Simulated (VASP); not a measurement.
Input of a VASP 6.6.1 run:

INCAR

```
PREC     = Accurate       # precision mode
ENCUT    = 600            # plane-wave cutoff, eV
EDIFF    = 1E-7           # SCF threshold, eV
ISMEAR   = 0              # smearing method
SIGMA    = 0.03           # smearing width, eV
LREAL    = F              # projectors in reciprocal space
LASPH    = T              # aspherical terms in the spheres
NELM     = 80             # most SCF steps
ALGO     = Normal         # electronic algorithm
ISIF     = 3              # what is computed and relaxed
LWAVE    = F              # write WAVECAR
LCHARG   = F              # write CHGCAR
GGA      = PS             # functional
IBRION   = 2              # ionic algorithm
NSW      = 90             # ionic steps
EDIFFG   = -0.005         # ionic threshold
```

The input KPOINTS:

```
Automatic mesh
0
Gamma
  8 8 8
```

File POSCAR:

```
BaO                                     
1.0
    0.0000000000      2.7660512413      2.7660512413
    2.7660512413      0.0000000000      2.7660512413
    2.7660512413      2.7660512413      0.0000000000
  Ba              O             
     1     1
Direct
     0.0000000000000000    0.0000000000000000    0.0000000000000000
     0.5000000000000000    0.5000000000000000    0.5000000000000000
```

Potentials or basis: VASP PAW PBE potentials, release 64 (Ba_sv, O).

Launch:

```console
$ cat potpaw_PBE.64/Ba_sv/POTCAR potpaw_PBE.64/O/POTCAR > POTCAR
$ mpirun -np 1 vasp_std > vasp.out
```

What does it give for the band gap on the k mesh?

1.86 eV, direct.

Final structure:
```yaml
crystal:
  lattice:
    - [0.00000, 2.76605, 2.76605]
    - [2.76605, 0.00000, 2.76605]
    - [2.76605, 2.76605, 0.00000]
  atoms:
    - { symbol: Ba, position: [0.00000, 0.00000, 0.00000] }
    - { symbol: O, position: [0.50000, 0.50000, 0.50000] }
```

Caveat: the relaxation stopped at its first step, so nothing moved; spin-orbit coupling is left out, which moves the levels of the heavy elements. A hybrid or GW would open this gap; PBEsol tends to underestimate it.
